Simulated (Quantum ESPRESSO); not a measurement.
# LiF (Griceite) (Fm-3m) in Quantum ESPRESSO: a series of runs

One crystal, LiF (Griceite), is run at these levels: r2SCAN; tasks: single point, equation of state.

All numbers are computed with Quantum ESPRESSO 7.5; they aren't measurements. Logs are shortened: lines on timing, memory, paths and dates and some standing lists are left out, and cuts for length are marked.

## 1. The crystal as given

Symmetry: Fm-3m, No. 225, cubic system. Conventional cell: a = 4.028 Å, b = 4.028 Å, c = 4.028 Å, α = 90.00°, β = 90.00°, γ = 90.00°. Around F (site symmetry m-3m) lie 6 Li at 2.01 Å. Li (site symmetry m-3m) has 6 F at 2.01 Å as nearest neighbours.

## 2. Single point, r2SCAN, 7.68 Å³/atom

File pw.in:

```
&CONTROL
  calculation = 'scf'
  prefix = 'pwscf'
  outdir = './tmp'
  pseudo_dir = './pseudo'
  tprnfor = .true.
  tstress = .true.
  disk_io = 'nowf'
/
&SYSTEM
  ibrav = 0
  nat = 2
  ntyp = 2
  ecutwfc = 88
  nbnd = 10
  input_dft = 'r2scan'
  occupations = 'smearing'
  smearing = 'fd'
  degauss = 0.00367493
  nosym = .true.
  nr1 = 36
  nr2 = 36
  nr3 = 36
/
&ELECTRONS
  conv_thr = 1d-08
  electron_maxstep = 120
  mixing_beta = 0.5
/
ATOMIC_SPECIES
F     18.9984 F_ONCV_PBE-1.2.upf
Li     6.9400 Li_ONCV_PBE-1.2.upf
CELL_PARAMETERS angstrom
   0.0000000000    1.9728864230    1.9728864230
   1.9728864230    0.0000000000    1.9728864230
   1.9728864230    1.9728864230    0.0000000000
ATOMIC_POSITIONS crystal
F      0.5000000000    0.5000000000    0.5000000000
Li     0.0000000000    0.0000000000    0.0000000000
K_POINTS automatic
8 8 8 0 0 0
```

Potentials or basis: SG15 PBE 1.2.

Launch:

```
> OMP_NUM_THREADS=1 mpirun -n 2 pw.x -nk 2 -in pw.in > pw.out
```

pw.out:

```text
This program is part of the open-source Quantum ESPRESSO suite
     for quantum simulation of materials; please cite
         "P. Giannozzi et al., J. Phys.:Condens. Matter 21 395502 (2009);
         "P. Giannozzi et al., J. Phys.:Condens. Matter 29 465901 (2017);
         "P. Giannozzi et al., J. Chem. Phys. 152 154105 (2020);
     in publications or presentations arising from this work. More details at

     IMPORTANT: XC functional enforced from input :
     Exchange-correlation= R2SCAN
                           (   0   0   0   0   0 497 498)
     Any further DFT definition will be discarded
     Please, verify this is what you really want

     K-points division:     npool     =       2
     Subspace diagonalization in iterative solution of the eigenvalue problem:
     a serial algorithm will be used

     G-vector sticks info
     --------------------
     sticks:   dense  smooth     PW     G-vecs:    dense   smooth      PW
     Sum         673     673    211                11575    11575    2085

     Using Slab Decomposition

     bravais-lattice index     =            0
     lattice parameter (alat)  =       5.2725  a.u.
     unit-cell volume          =     103.6413 (a.u.)^3
     number of atoms/cell      =            2
     number of atomic types    =            2
     number of electrons       =        10.00
     number of Kohn-Sham states=           10
     kinetic-energy cutoff     =      88.0000  Ry
     charge density cutoff     =     352.0000  Ry
     scf convergence threshold =      1.0E-08
     mixing beta               =       0.5000
     number of iterations used =            8  plain     mixing
     Exchange-correlation= R2SCAN
                           (   0   0   0   0   0 497 498)

     celldm(1)=   5.272492  celldm(2)=   0.000000  celldm(3)=   0.000000
     celldm(4)=   0.000000  celldm(5)=   0.000000  celldm(6)=   0.000000

     crystal axes: (cart. coord. in units of alat)
               a(1) = (   0.000000   0.707107   0.707107 )
               a(2) = (   0.707107   0.000000   0.707107 )
               a(3) = (   0.707107   0.707107   0.000000 )

     reciprocal axes: (cart. coord. in units 2 pi/alat)
               b(1) = ( -0.707107  0.707107  0.707107 )
               b(2) = (  0.707107 -0.707107  0.707107 )
               b(3) = (  0.707107  0.707107 -0.707107 )

     PseudoPot. # 1 for F  read from file:
     F_ONCV_PBE-1.2.upf
     Pseudo is Norm-conserving, Zval =  7.0
     Generated using ONCVPSP code by D. R. Hamann
     Using radial grid of  602 points,  4 beta functions with:
                l(1) =   0
                l(2) =   0
                l(3) =   1
                l(4) =   1

     PseudoPot. # 2 for Li read from file:
     Li_ONCV_PBE-1.2.upf
     Pseudo is Norm-conserving, Zval =  3.0
     Generated using ONCVPSP code by D. R. Hamann
     Using radial grid of  602 points,  4 beta functions with:
                l(1) =   0
                l(2) =   0
                l(3) =   1
                l(4) =   1

     atomic species   valence    mass     pseudopotential
     F                 7.00    18.99840     F ( 1.00)
     Li                3.00     6.94000     Li( 1.00)

     No symmetry found

   Cartesian axes

     site n.     atom                  positions (alat units)
         1        F      tau(   1) = (   0.7071068   0.7071068   0.7071068  )
         2        Li     tau(   2) = (   0.0000000   0.0000000   0.0000000  )

     number of k points=   260  Fermi-Dirac smearing, width (Ry)=  0.0037

     Number of k-points >= 100: set verbosity='high' to print them.

     Dense  grid:    11575 G-vectors     FFT dimensions: (  36,  36,  36)

     WARNING: libxc functional with ID  497 depends
      on external parameters: check the user_guide of
      QE if you need to modify them or to check their
      default values.

     WARNING: libxc functional with ID  498 depends
      on external parameters: check the user_guide of
      QE if you need to modify them or to check their
      default values.

     Initial potential from superposition of free atoms

     starting charge       9.8869, renormalised to      10.0000
     Starting wfcs are random

     Self-consistent Calculation

     iteration #  1     ecut=    88.00 Ry     beta= 0.50
     Davidson diagonalization with overlap
     ethr =  1.00E-02,  avg # of iterations =  6.5

     total energy              =     -62.33005347 Ry
     estimated scf accuracy    <      33.85999283 Ry

     iteration #  2     ecut=    88.00 Ry     beta= 0.50
     Davidson diagonalization with overlap
     ethr =  1.00E-02,  avg # of iterations =  1.0

     total energy              =     -62.37671939 Ry
     estimated scf accuracy    <       8.13568596 Ry

     iteration #  3     ecut=    88.00 Ry     beta= 0.50
     Davidson diagonalization with overlap
     ethr =  1.00E-02,  avg # of iterations =  1.0

     total energy              =     -62.37815660 Ry
     estimated scf accuracy    <       0.00817926 Ry

     iteration #  4     ecut=    88.00 Ry     beta= 0.50
     Davidson diagonalization with overlap
     ethr =  8.18E-05,  avg # of iterations =  2.0

     total energy              =     -62.37821063 Ry
     estimated scf accuracy    <       0.00121287 Ry

     iteration #  5     ecut=    88.00 Ry     beta= 0.50
     Davidson diagonalization with overlap
     ethr =  1.21E-05,  avg # of iterations =  1.5

     total energy              =     -62.37821015 Ry
     estimated scf accuracy    <       0.00026199 Ry

     iteration #  6     ecut=    88.00 Ry     beta= 0.50
     Davidson diagonalization with overlap
     ethr =  2.62E-06,  avg # of iterations =  1.4

     total energy              =     -62.37821383 Ry
     estimated scf accuracy    <       0.00000271 Ry

     iteration #  7     ecut=    88.00 Ry     beta= 0.50
     Davidson diagonalization with overlap
     ethr =  2.71E-08,  avg # of iterations =  1.0

     total energy              =     -62.37821389 Ry
     estimated scf accuracy    <       0.00000033 Ry

     iteration #  8     ecut=    88.00 Ry     beta= 0.50
     Davidson diagonalization with overlap
     ethr =  3.34E-09,  avg # of iterations =  1.0

     total energy              =     -62.37821392 Ry
     estimated scf accuracy    <       0.00000006 Ry

     iteration #  9     ecut=    88.00 Ry     beta= 0.50
     Davidson diagonalization with overlap
     ethr =  6.09E-10,  avg # of iterations =  1.0

     End of self-consistent calculation

     Number of k-points >= 100: set verbosity='high' to print the bands.

     the Fermi energy is     6.3039 ev

!    total energy              =     -62.37821392 Ry
     estimated scf accuracy    <          1.1E-09 Ry
     smearing contrib. (-TS)   =       0.00000000 Ry
     internal energy E=F+TS    =     -62.37821392 Ry

     The total energy is F=E-TS. E is the sum of the following terms:
     one-electron contribution =     -23.73742435 Ry
     hartree contribution      =      16.01762622 Ry
     xc contribution           =     -12.85680560 Ry
     ewald contribution        =     -41.80161019 Ry

     convergence has been achieved in   9 iterations

     Forces acting on atoms (cartesian axes, Ry/au):

     atom    1 type  1   force =     0.00000003    0.00000004    0.00000010
     atom    2 type  2   force =    -0.00000003   -0.00000004   -0.00000010

     Total force =     0.000000     Total SCF correction =     0.000000
     SCF correction compared to forces is large: reduce conv_thr to get better values

     Computing stress (Cartesian axis) and pressure

          total   stress  (Ry/bohr**3)                   (kbar)     P=       29.27
   0.00019899  -0.00000000   0.00000000           29.27       -0.00        0.00
  -0.00000000   0.00019899  -0.00000000           -0.00       29.27       -0.00
   0.00000000  -0.00000000   0.00019899            0.00       -0.00       29.27

=------------------------------------------------------------------------------=
   JOB DONE.
=------------------------------------------------------------------------------=
```

Run time: 94 s. Hardware: 2 MPI ranks of Arm Neoverse V2, shared host; peak memory 0.16 GiB.

What came out:

| Item | Value |
| --- | --- |
| Free energy | -848.6988 eV |
| Pressure | 2.9 GPa |
| Band gap on the k mesh | 10.70 eV, direct |

Caveat: the potentials were made for another functional, which shifts forces and pressure.

## 3. Single point, r2SCAN, 7.84 Å³/atom

Changes to pw.in since step 2:

```diff
@@ -33,5 +33,5 @@
 CELL_PARAMETERS angstrom
-   0.0000000000    1.9728864230    1.9728864230
-   1.9728864230    0.0000000000    1.9728864230
-   1.9728864230    1.9728864230    0.0000000000
+   0.0000000000    1.9867804471    1.9867804471
+   1.9867804471    0.0000000000    1.9867804471
+   1.9867804471    1.9867804471    0.0000000000
 ATOMIC_POSITIONS crystal
```

Potentials or basis: SG15 PBE 1.2.

Launch:

```
> OMP_NUM_THREADS=1 mpirun -n 2 pw.x -nk 2 -in pw.in > pw.out
```

Run time: 93 s. Hardware: 2 MPI ranks of Arm Neoverse V2, shared host; peak memory 0.16 GiB.

Results (log left out):

```
Free energy            : -848.7031 eV
Pressure               : 1.1 GPa
Band gap on the k mesh : 10.49 eV, direct
```

Caveat: the potentials were made for another functional, which shifts forces and pressure.

## 4. Single point, r2SCAN, 8.01 Å³/atom

Changes to pw.in since step 3:

```diff
@@ -33,5 +33,5 @@
 CELL_PARAMETERS angstrom
-   0.0000000000    1.9867804471    1.9867804471
-   1.9867804471    0.0000000000    1.9867804471
-   1.9867804471    1.9867804471    0.0000000000
+   0.0000000000    2.0004828142    2.0004828142
+   2.0004828142    0.0000000000    2.0004828142
+   2.0004828142    2.0004828142    0.0000000000
 ATOMIC_POSITIONS crystal
```

Launch:

```
> OMP_NUM_THREADS=1 mpirun -n 2 pw.x -nk 2 -in pw.in > pw.out
```

Wall time 94 s (2 MPI ranks of Arm Neoverse V2, shared host); peak memory 0.18 GiB.

Results (log left out):

| Item | Value |
| --- | --- |
| Free energy | -848.7038 eV |
| Pressure | -0.5 GPa |
| Band gap on the k mesh | 10.29 eV, direct |

Caveat: the potentials were made for another functional, which shifts forces and pressure.

## 5. Single point, r2SCAN, 8.17 Å³/atom

Changes to pw.in since step 4:

```diff
@@ -33,5 +33,5 @@
 CELL_PARAMETERS angstrom
-   0.0000000000    2.0004828142    2.0004828142
-   2.0004828142    0.0000000000    2.0004828142
-   2.0004828142    2.0004828142    0.0000000000
+   0.0000000000    2.0140000000    2.0140000000
+   2.0140000000    0.0000000000    2.0140000000
+   2.0140000000    2.0140000000    0.0000000000
 ATOMIC_POSITIONS crystal
```

Launch:

```
> OMP_NUM_THREADS=1 mpirun -n 2 pw.x -nk 2 -in pw.in > pw.out
```

Run time: 97 s. Hardware: 2 MPI ranks of Arm Neoverse V2, shared host; peak memory 0.18 GiB.

It converged, with:

```yaml
Free_energy: -848.7014 eV
Pressure: -2.0 GPa
Band_gap_on_the_k_mesh: 10.10 eV, direct
```

Caveat: the potentials were made for another functional, which shifts forces and pressure.

## 6. Single point, r2SCAN, 8.33 Å³/atom

Changes to pw.in since step 5:

```diff
@@ -33,5 +33,5 @@
 CELL_PARAMETERS angstrom
-   0.0000000000    2.0140000000    2.0140000000
-   2.0140000000    0.0000000000    2.0140000000
-   2.0140000000    2.0140000000    0.0000000000
+   0.0000000000    2.0273381371    2.0273381371
+   2.0273381371    0.0000000000    2.0273381371
+   2.0273381371    2.0273381371    0.0000000000
 ATOMIC_POSITIONS crystal
```

Potentials or basis: SG15 PBE 1.2.

Launch:

```
> OMP_NUM_THREADS=1 mpirun -n 2 pw.x -nk 2 -in pw.in > pw.out
```

Run time: 97 s. Hardware: 2 MPI ranks of Arm Neoverse V2, shared host; peak memory 0.18 GiB.

Results (log left out):

* Free energy: -848.6962 eV
* Pressure: -3.3 GPa
* Band gap on the k mesh: 9.92 eV, direct

Caveat: the potentials were made for another functional, which shifts forces and pressure.

## 7. Single point, r2SCAN, 8.50 Å³/atom

Changes to pw.in since step 6:

```diff
@@ -33,5 +33,5 @@
 CELL_PARAMETERS angstrom
-   0.0000000000    2.0273381371    2.0273381371
-   2.0273381371    0.0000000000    2.0273381371
-   2.0273381371    2.0273381371    0.0000000000
+   0.0000000000    2.0405030393    2.0405030393
+   2.0405030393    0.0000000000    2.0405030393
+   2.0405030393    2.0405030393    0.0000000000
 ATOMIC_POSITIONS crystal
```

Launch:

```
> OMP_NUM_THREADS=1 mpirun -n 2 pw.x -nk 2 -in pw.in > pw.out
```

Run time: 98 s. Hardware: 2 MPI ranks of Arm Neoverse V2, shared host; peak memory 0.16 GiB.

The run converged. Its results:

```yaml
Free_energy: -848.6884 eV
Pressure: -4.5 GPa
Band_gap_on_the_k_mesh: 9.75 eV, direct
```

Caveat: the potentials were made for another functional, which shifts forces and pressure.

## 8. Single point, r2SCAN, 8.66 Å³/atom

Changes to pw.in since step 7:

```diff
@@ -33,5 +33,5 @@
 CELL_PARAMETERS angstrom
-   0.0000000000    2.0405030393    2.0405030393
-   2.0405030393    0.0000000000    2.0405030393
-   2.0405030393    2.0405030393    0.0000000000
+   0.0000000000    2.0535002244    2.0535002244
+   2.0535002244    0.0000000000    2.0535002244
+   2.0535002244    2.0535002244    0.0000000000
 ATOMIC_POSITIONS crystal
```

Launch:

```
> OMP_NUM_THREADS=1 mpirun -n 2 pw.x -nk 2 -in pw.in > pw.out
```

Wall time 1.7 min (2 MPI ranks of Arm Neoverse V2, shared host); peak memory 0.18 GiB.

It converged, with:

| Quantity | Value |
| --- | --- |
| Free energy | -848.6783 eV |
| Pressure | -5.5 GPa |
| Band gap on the k mesh | 9.58 eV, direct |

Caveat: the potentials were made for another functional, which shifts forces and pressure.

## 9. Equation of state, r2SCAN

Potentials or basis: SG15 PBE 1.2.

No new run: the results of the series are fitted here.

What came out:

| Property | Result |
| --- | --- |
| Equilibrium volume | 7.96 Å³/atom |
| Bulk modulus | 77 GPa |
| Pressure derivative of the bulk modulus | 4.3 |

Energy against volume, from the lowest point:
| volume (Å³/atom) | energy (meV/atom) |
| --- | --- |
| 7.679 | 2.49 |
| 7.842 | 0.37 |
| 8.006 | 0.00 |
| 8.169 | 1.21 |
| 8.333 | 3.83 |
| 8.496 | 7.72 |
| 8.659 | 12.75 |

Caveat: the potentials were made for another functional, which shifts forces and pressure.
